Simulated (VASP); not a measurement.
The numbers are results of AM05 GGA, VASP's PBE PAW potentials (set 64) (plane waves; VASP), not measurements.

A VASP calculation is set up with these files.

**INCAR**
```
# general
SYSTEM  = CsBr
PREC    = Accurate
ENCUT   = 520   # plane-wave cut-off (eV)
LREAL   = .FALSE.   # projection in real space or not
LASPH   = .TRUE.

# electronic loop
EDIFF   = 1E-7   # SCF stop (eV)
NELM    = 100   # most electronic steps
ALGO    = Normal   # blocked Davidson
LMAXMIX = 4

# smearing
ISMEAR  = 0   # Gaussian
SIGMA   = 0.05   # width (eV)

# functional
GGA     = AM

# ions
ISIF    = 2   # forces and stress, cell fixed

# output
LWAVE   = .FALSE.
LCHARG  = .FALSE.
```

**KPOINTS**
```
Automatic mesh
0
Gamma
6 6 6
0 0 0
```

POSCAR:
```
CsBr
1
    4.2975629937     0.0000000000     0.0000000000
    0.0000000000     4.2975629937     0.0000000000
    0.0000000000     0.0000000000     4.2975629937
Cs Br
1 1
Direct
  0.0000000000   0.0000000000   0.0000000000
  0.5000000000   0.5000000000   0.5000000000
```

POTCAR, in this order: Cs_sv Br (PBE.64 set). Program: vasp_std.

Output of the run:

File OSZICAR:
```
       N       E                     dE             d eps       ncg     rms          rms(c)
DAV:   1     0.950072673913E+02    0.95007E+02   -0.64918E+03   480   0.112E+03
DAV:   2     0.122343037902E+01   -0.93784E+02   -0.87061E+02   740   0.174E+02
DAV:   3    -0.611406825771E+01   -0.73375E+01   -0.73129E+01   608   0.574E+01
DAV:   4    -0.618927543246E+01   -0.75207E-01   -0.75172E-01   564   0.683E+00
DAV:   5    -0.618986821807E+01   -0.59279E-03   -0.59274E-03   600   0.608E-01    0.176E+00
DAV:   6    -0.596595119985E+01    0.22392E+00   -0.35011E-01   548   0.303E+00    0.997E-01
DAV:   7    -0.593255114290E+01    0.33400E-01   -0.17707E-01   616   0.219E+00    0.557E-01
DAV:   8    -0.593663202308E+01   -0.40809E-02   -0.13620E-02   540   0.845E-01    0.927E-02
DAV:   9    -0.593725099907E+01   -0.61898E-03   -0.23892E-03   560   0.322E-01    0.710E-02
DAV:  10    -0.593732617443E+01   -0.75175E-04   -0.16267E-04   552   0.108E-01    0.135E-02
DAV:  11    -0.593733572442E+01   -0.95500E-05   -0.50409E-05   576   0.457E-02    0.497E-03
DAV:  12    -0.593733750735E+01   -0.17829E-05   -0.93510E-06   564   0.222E-02    0.112E-03
DAV:  13    -0.593733747111E+01    0.36247E-07   -0.22040E-07   548   0.393E-03
   1 F= -.59373375E+01 E0= -.59373375E+01  d E =-.979704E-17
```

### OUTCAR
```
------------------------ aborting loop because EDIFF is reached ----------------------------------------
  FORCE on cell =-STRESS in cart. coord.  units (eV):
  Direction    XX          YY          ZZ          XY          YZ          ZX
  --------------------------------------------------------------------------------------
  Total        0.2089409      0.2089409      0.2089409      0.0000000      0.0000000      0.0000000
  in kB        4.2176177      4.2176177      4.2176177      0.0000000      0.0000000      0.0000000
  external PRESSURE =       4.2176177 kB  Pullay stress =       0.0000000 kB
  volume of cell :       79.37
      direct lattice vectors                 reciprocal lattice vectors
     4.297562994  0.000000000  0.000000000     0.232690016  0.000000000  0.000000000
     0.000000000  4.297562994  0.000000000     0.000000000  0.232690016  0.000000000
     0.000000000  0.000000000  4.297562994     0.000000000  0.000000000  0.232690016
 POSITION                                       TOTAL-FORCE (eV/Angst)
 -----------------------------------------------------------------------------------
      0.00000      0.00000      0.00000         0.000000      0.000000      0.000000
      2.14878      2.14878      2.14878         0.000000      0.000000      0.000000
 -----------------------------------------------------------------------------------
    total drift:                                0.000000      0.000000     -0.000000
  FREE ENERGIE OF THE ION-ELECTRON SYSTEM (eV)
  ---------------------------------------------------
  free  energy   TOTEN  =        -5.9373374711 eV

  energy  without entropy=       -5.9373374711  energy(sigma->0) =       -5.93733747
```
(Selected blocks of OUTCAR.)

The compound is CsBr in the CsCl type structure. This cell is one point of a volume scan, at 0.97 of the reference volume.
